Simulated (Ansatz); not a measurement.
Geometry optimisation, DFT PBEsol, scalar-relativistic, plane waves, PAW in Ansatz 0.2.0.

The input (input.yaml):

```yaml
crystal:
  lattice:
    - [0.0, 5.43, 5.43]
    - [5.43, 0.0, 5.43]
    - [5.43, 5.43, 0.0]
  atoms:
    - { symbol: Si, position: [0.0, 0.0, 0.0] }
    - { symbol: Si, position: [0.125, 0.125, 0.125] }
    - { symbol: Si, position: [0.0, 0.0, 0.5] }
    - { symbol: Si, position: [0.125, 0.125, 0.625] }
    - { symbol: Si, position: [0.0, 0.5, 0.0] }
    - { symbol: Si, position: [0.125, 0.625, 0.125] }
    - { symbol: Si, position: [0.0, 0.5, 0.5] }
    - { symbol: Si, position: [0.125, 0.625, 0.625] }
    - { symbol: Si, position: [0.5, 0.0, 0.0] }
    - { symbol: Si, position: [0.625, 0.125, 0.125] }
    - { symbol: Si, position: [0.5, 0.0, 0.5] }
    - { symbol: Si, position: [0.625, 0.125, 0.625] }
    - { symbol: Si, position: [0.5, 0.5, 0.0] }
    - { symbol: Si, position: [0.625, 0.625, 0.125] }
    - { symbol: Si, position: [0.5, 0.5, 0.5] }
    - { symbol: Si, position: [0.625, 0.625, 0.625] }
    - { symbol: Si, position: [0.74961461, 0.74658778, 0.74861866] }
basis:
  ecutwfc: 420.0
kpoints:
  mp_grid: { grid: [2, 2, 2] }
hamiltonian:
  xc: pbesol
  pseudopotentials: { kind: paw, azcp: { folder: soft_1 } }
scf:
  occupations: { method: gaussian, width: 0.02 }
  lower_state_search: "off"
relax:
  f_tol: 0.03
  max_steps: 60
  adjacent_minimum: "off"
output:
  write_density: true
  write_potential: true
  elf: true
  volumetric_format: npy
```

Launched with:

```bash
$ ansatz run input.yaml --threads 1 --pin off --max-ram 3072MiB --backend cpu --events-out ev --progress --plain --runs-dir out
```

Problem. Where does it end, and by what steps?

Solution. The run converged. The force dipped under the threshold on the way, but the program's further checks kept it going. Limits of this set-up: PAW files made for another functional. After 3 steps the energy has fallen by 0.121 eV; Si16 moved furthest, 0.05 Å.

```
step  energy less start (eV)  largest force component (eV/Å)  accepted
   0                  0.0000                           0.625       yes
   1                 -0.1075                           0.219       yes
   2                 -0.1208                           0.016       yes
   3                 -0.1208                           0.016       yes
```

```xyz
17
Lattice="0.0000 5.4300 5.4300 5.4300 0.0000 5.4300 5.4300 5.4300 0.0000" Properties=species:S:1:pos:R:3
Si 0.001 0.000 0.001
Si 1.354 1.354 1.354
Si 2.714 2.716 0.033
Si 4.077 4.077 1.352
Si 2.715 0.033 2.716
Si 4.077 1.352 4.077
Si 5.396 2.713 2.714
Si 6.764 4.095 4.095
Si 0.033 2.716 2.715
Si 1.352 4.077 4.076
Si 2.713 5.397 2.713
Si 4.092 6.767 4.092
Si 2.713 2.713 5.396
Si 4.094 4.094 6.765
Si 5.424 5.428 5.426
Si 6.760 6.761 6.760
Si 8.139 8.143 8.141
```

Run time: 9.1 s on 1 thread of AMD EPYC 9R45 96-Core Processor (Zen 5), on a shared host, peak memory 0.56 GiB.
